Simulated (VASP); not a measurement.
The system is GaAs.

```
As Ga
1.0
     0.00000    2.82685    2.82685
     2.82685    0.00000    2.82685
     2.82685    2.82685    0.00000
As Ga
1 1
Cartesian
  4.2403 4.2403 4.2403
  0.0000 0.0000 0.0000
```

| Item | Value |
| --- | --- |
| Program | VASP 6.6.1 |
| Task | relaxation of cell and atoms |
| Functional | PBE |
| Dispersion | rVV10 |
| Potentials or basis | VASP PAW PBE potentials, release 64 (As, Ga_d) |
| Cutoff | 600 eV |
| k mesh | 8 × 8 × 8 |
| Occupations | fermi-dirac, width 0.05 eV |
| Spin | no spin polarisation |

At the start: pressure 2.5 GPa; volume 22.59 Å³/atom.

Q: How do energy, volume and symmetry change on relaxing?

A: Over 3 steps the energy falls by 6.3 meV/atom and the volume is 23.43 Å³/atom (+3.7 %); space group F-43m (No. 216, to 0.05 Å).

The path:
```tsv
step	energy change (eV)	largest force (eV/Å)	pressure (GPa)	volume (Å³)
1	0.0000	0.0000	2.52	45.18
2	-0.0107	0.0000	-0.88	47.54
3	-0.0127	0.0000	0.07	46.85
```

Final structure:
```yaml
crystal:
  lattice:
    - [0.00000, 2.86130, 2.86130]
    - [2.86130, 0.00000, 2.86130]
    - [2.86130, 2.86130, 0.00000]
  atoms:
    - { symbol: As, position: [0.75000, 0.75000, 0.75000] }
    - { symbol: Ga, position: [0.00000, 0.00000, 0.00000] }
```
